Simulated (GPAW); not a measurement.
## How the form of the self-energy moves the gap of RbCl (Fm-3m)

Aim: compare treatments of exchange, screening and correlation for the gap of RbCl (Fm-3m).

Calculated with GPAW 26.7.0; PBE and many-body steps on it, plane waves.

This is a report of a sequence of runs, with most program output left out.

## 1. The structure

It takes space group Fm-3m (No. 225, cubic). Conventional cell: a = 6.579 Å, b = 6.579 Å, c = 6.579 Å, α = 90.00°, β = 90.00°, γ = 90.00°. Rb has 6 Cl at 3.29 Å nearest. Cl has 6 Rb at 3.29 Å nearest. Farther neighbours and most contacts between anions are not listed.

Coordinates:

```xyz
2
Lattice="0.0000 3.2895 3.2895 3.2895 0.0000 3.2895 3.2895 3.2895 0.0000" Properties=species:S:1:pos:R:3 pbc="T T T"
Rb    0.0000    0.0000    0.0000
Cl    3.2895    3.2895    3.2895
```

The cell and positions come from the Crystallography Open Database and are kept as given unless a step says otherwise.

## 2. Empty states on the mesh, 4×4×4 mesh, 1068 bands

This step: GPAW 26.7.0; DFT, PBE, plane waves, PAW.

The sums over transitions need many empty states on a uniform mesh; this step solves for them.

run.py reads:

```python
import json
import numpy as np
from gpaw.mpi import world
from gpaw import GPAW

calc = GPAW('gs.gpw').fixed_density(kpts={'size': (4, 4, 4), 'gamma': True},
    parallel={'domain': 1, 'band': 1},
    txt='nscf.txt')
calc.diagonalize_full_hamiltonian(nbands=1068)
calc.write('full.gpw', mode='all')
res = {}
kpts = calc.get_ibz_k_points()
res['kpts'] = kpts
res['eigenvalues'] = [calc.get_eigenvalues(kpt=k) for k in range(len(kpts))]
res['n_electrons'] = calc.get_number_of_electrons()

if world.rank == 0:
    with open('result.json', 'w') as f:
        json.dump(res, f, default=lambda x: x.tolist())
```

The run is started by

```bash
> mpirun -n 8 gpaw python run.py
```

Run time: 8.7 s. Hardware: 8 MPI ranks of Intel Xeon 6975P-C (Granite Rapids), shared host; peak memory 2.7 GiB.

Numbers from this step:

- gap: 5.005 eV
- k of the valence top: 0, 0, 0
- k of the conduction bottom: 0, 0, 0
- least direct gap: 5.005 eV
- k points computed: 8
- lowest point of the top converged band, above the valence top: 346.3264 eV

On this mesh the gap is 5.005 eV.

## 3. G0W0, Godby-Needs plasmon pole

G0W0 replaces the xc potential by the self-energy, built once from these orbitals. Only a window of levels is corrected, while the sums run over the empty bands that the input names.

This step: G0W0 on PBE, plane waves, PAW.

run.py reads:

```python
import json
import numpy as np
from gpaw.mpi import world
from gpaw.response.g0w0 import G0W0

gw = G0W0('full.gpw',
    filename='gw',
    kpts=[0],
    bands=(6, 10),
    ecut=210,
    nbands=491,
    integrate_gamma='WS',
    ppa=True)
gw.calculate()
res = {mode: {k: v for k, v in r.items() if k != 'sigma_eskwn'}
       for mode, r in gw.all_results.items()}

if world.rank == 0:
    with open('result.json', 'w') as f:
        json.dump(res, f, default=lambda x: x.tolist())
```

The run is started by

```bash
> mpirun -n 8 gpaw python run.py
```

Elapsed: 4.3 min, on 8 MPI ranks; peak memory 3.1 GiB; 34 min of CPU time.

Numbers from this step:

```yaml
g0w0_gap_on_the_points_computed: 7.740 eV
least_direct_g0w0_gap_on_the_computed_points: 7.740 eV
z_at_the_valence_top: 0.7884
z_at_the_conduction_bottom: 0.8809
starting_gap_on_the_mesh: 5.005 eV
k_of_the_valence_top: 0, 0, 0
k_of_the_conduction_bottom: 0, 0, 0
```

The gap on the mesh goes from 5.01 eV to 7.74 eV, a correction of +2.73 eV.

## 4. One-shot HSE06

This step: one-shot HSE06 levels on PBE orbitals, plane waves, PAW.

run.py reads:

```python
import json
import numpy as np
from gpaw.mpi import world
from gpaw.hybrids.eigenvalues import non_self_consistent_eigenvalues

dft, vxc, vxc_hyb = non_self_consistent_eigenvalues('full.gpw', 'HSE06', 6, 10, kpt_indices=[0])
res = {'dft': dft[0], 'hybrid': (dft - vxc + vxc_hyb)[0]}
if world.rank == 0:
    with open('hybrid.txt', 'w') as f:
        for k, e0, e1 in zip([0], res['dft'], res['hybrid']):
            print(k, ' '.join(f'{x:9.4f}' for x in e0), '|', ' '.join(f'{x:9.4f}' for x in e1), file=f)

if world.rank == 0:
    with open('result.json', 'w') as f:
        json.dump(res, f, default=lambda x: x.tolist())
```

The run is started by

```bash
> mpirun -n 8 gpaw python run.py
```

Wall time 4.4 s (8 MPI ranks); peak memory 1.6 GiB.

Numbers from this step:

| Quantity | Value |
| --- | --- |
| starting gap on the mesh | 5.005 eV |
| hybrid gap on the mesh | 6.280 eV |
| least direct hybrid gap on the computed points | 6.280 eV |

## 5. One-shot PBE0

This step: one-shot PBE0 levels on PBE orbitals, plane waves, PAW.

Changes to run.py since step 4:

```diff
@@ -5,3 +5,3 @@
 
-dft, vxc, vxc_hyb = non_self_consistent_eigenvalues('full.gpw', 'HSE06', 6, 10, kpt_indices=[0])
+dft, vxc, vxc_hyb = non_self_consistent_eigenvalues('full.gpw', 'PBE0', 6, 10, kpt_indices=[0])
 res = {'dft': dft[0], 'hybrid': (dft - vxc + vxc_hyb)[0]}
```

The run is started by

```bash
> mpirun -n 8 gpaw python run.py
```

Run time: 3.4 s. Hardware: 8 MPI ranks; peak memory 1 GiB; 24 s of CPU time.

Numbers from this step:

- starting gap on the mesh: 5.005 eV
- hybrid gap on the mesh: 7.048 eV
- least direct hybrid gap on the computed points: 7.048 eV

## 6. G0W0, full frequency, Hilbert transform

This step: G0W0 on PBE, plane waves, PAW.

run.py reads:

```python
import json
import numpy as np
from gpaw.mpi import world
from gpaw.response.g0w0 import G0W0

gw = G0W0('full.gpw',
    filename='gw',
    kpts=[0],
    bands=(6, 10),
    ecut=210,
    nbands=491,
    integrate_gamma='WS',
    frequencies={'type': 'nonlinear', 'domega0': 0.1, 'omega2': 15.0},
    eta=0.1,
    nblocksmax=True)
gw.calculate()
res = {mode: {k: v for k, v in r.items() if k != 'sigma_eskwn'}
       for mode, r in gw.all_results.items()}

if world.rank == 0:
    with open('result.json', 'w') as f:
        json.dump(res, f, default=lambda x: x.tolist())
```

The run is started by

```bash
> mpirun -n 8 gpaw python run.py
```

Elapsed: 7.1 min, on 8 MPI ranks; peak memory 8 GiB.

This step gave:

* G0W0 gap on the points computed: 7.947 eV
* least direct G0W0 gap on the computed points: 7.947 eV
* Z at the valence top: 0.8360
* Z at the conduction bottom: 0.8598
* starting gap on the mesh: 5.005 eV
* k of the valence top: 0, 0, 0
* k of the conduction bottom: 0, 0, 0

Against G0W0 in GPAW (4×4×4 mesh, 491 bands, screening to 210 eV, Godby-Needs plasmon pole), the gap moves by +0.208 eV.

## 7. The runs together

Times are wall times on 8 MPI ranks of Intel Xeon 6975P-C (Granite Rapids), shared host, good to a factor of about two.

| run | mesh | bands | screening cutoff (eV) | DFT gap (eV) | gap on the mesh (eV) | direct (eV) | time |
| --- | --- | --- | --- | --- | --- | --- | --- |
| G0W0, Godby-Needs plasmon pole | 4×4×4 | 491 | 210 | 5.005 | 7.740 | 7.740 | 4.3 min |
| one-shot HSE06 | 4×4×4 | - | - | 5.005 | 6.280 | 6.280 | 4.4 s |
| one-shot PBE0 | 4×4×4 | - | - | 5.005 | 7.048 | 7.048 | 3.4 s |
| G0W0, full frequency, Hilbert transform | 4×4×4 | 491 | 210 | 5.005 | 7.947 | 7.947 | 7.1 min |

## 8. Results

- G0W0, Godby-Needs plasmon pole: 7.740 eV
- one-shot HSE06: 6.280 eV
- one-shot PBE0: 7.048 eV
- G0W0, full frequency, Hilbert transform: 7.947 eV
- known limits: not at the basis limit; no spin-orbit coupling

What this shows: One-shot HSE06: −1.460 eV against G0W0, Godby-Needs plasmon pole. One-shot PBE0: −0.692 eV against G0W0, Godby-Needs plasmon pole. G0W0, full frequency, Hilbert transform: +0.208 eV against G0W0, Godby-Needs plasmon pole. One-shot hybrid levels are evaluated on the PBE orbitals. Bands and cutoff are finite, so the gap is not at the basis limit. The miss can reach some tenths of an eV and take either sign; the mesh is an error of its own. These stock PAW sets were not made for GW. In the G0W0 runs levels were corrected at 1 k point alone, so a gap called «on the mesh» is the least over those, and an edge elsewhere would be missed. The many-body steps are scalar-relativistic: spin-orbit coupling is not in them.

[Paths, hosts, dates, memory and timing lines, banners, echoed tables and standing remarks are left out of the program output.]

[Logs are printed without paths, hosts, clocks, repeated set-up lines and the standing remarks that a program may print on its own settings, such as how far it seeks lower states.]

[Runs of the session that timed out or met a known fault of the program may be left out.]

[Hosts, paths, dates, database ids (printed as entryN), source tags and the programs' standing remarks are cut or masked in the printed files.]
